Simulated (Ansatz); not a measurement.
Runs of Ansatz 0.2.0 on MnSb. It takes space group P6_3/mmc (No. 194, hexagonal). The conventional cell has a = 4.150 Å, b = 4.150 Å, c = 5.780 Å, α = 90.00°, β = 90.00°, γ = 120.00°. Sb (site symmetry -6m2) has 6 Mn at 2.80 Å as nearest neighbours. Around Mn (site symmetry -3m) lie 6 Sb at 2.80 Å and 2 Mn at 2.89 Å. 

```csv
task,level,spin,U,cell,cutoff (eV),points for each segment of the path,hubbard projectors,double counting,pressure (GPa),moment (μB),relaxed volume (Å³/atom)
band structure,PBEsol,"non-collinear, ferromagnetic start, SOC",-,as given,420,14,-,-,-7.1,(a),-
relaxation of cell and atoms,r2SCAN+D3(BJ),"collinear, ferromagnetic start",-,relaxed,500,-,-,-,0.0,7.41,21.20
relaxation of cell and atoms,LDA+U,"collinear, ferromagnetic start",Mn d U = 7 eV,relaxed,420,-,ortho-atomic (the default),fll (the default),0.0,8.41,23.59
relaxation of cell and atoms,RPBE,"collinear, ferromagnetic start",-,relaxed,420,-,-,-,0.0,6.73,(b)
```

Alike in all rows: potentials or basis Ansatz PAW; k mesh 7 × 7 × 5; smearing fermi-dirac 0.05 eV.

Question: Fill in the values left out.

Answer: (a) 6.71; (b) 21.34.

Caveats: the PAW data sets come from PBE, with cores solved anew for the run's functional, which leaves a small shift of forces and pressure; the plane-wave basis is chosen anew once the cell has moved, so the energies of steps on either side of that aren't comparable (some runs); the magnetic or orbital state may not be the lowest (some runs); the thresholds are loose for stress (some runs); the dispersion damping was fitted for another functional or another form of the correction (some runs); the U is typed as a test and isn't derived for this compound (some runs).

Runs at the PBE level aren't shown here.
